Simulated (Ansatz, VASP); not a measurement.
## Ge in VASP and in Ansatz

```
Ge
1.0
     0.00000    2.63452    2.63452
     2.63452    0.00000    2.63452
     2.63452    2.63452    0.00000
Ge
2
Direct
  0.87500 0.87500 0.87500
  0.12500 0.12500 0.12500
```

Change from the starting cell: volume scaled by 0.8, LAPW.

Alike in both runs: task single point; functional PBEsol; k mesh 13 × 13 × 13; occupations fermi-dirac, width 0.05 eV; no spin polarisation.

```csv
,VASP,Ansatz
version,VASP 6.6.1,Ansatz 0.2.0
potentials or method,"VASP PAW PBE potentials, release 64 (Ge_d), cutoff 520 eV","all-electron LAPW, scalar-relativistic"
```

```tsv
	VASP	Ansatz	Ansatz less VASP
pressure (GPa)	25.6	25.4	-0.17
```

Ansatz ran all-electron here, so the differences hold the error of VASP's frozen core and of both bases.

Caveats: so large a pressure means that the cell lies far from this level's equilibrium, or that cutoff or potentials fall short (VASP); the potentials were made for another functional, which shifts forces and pressure (VASP).
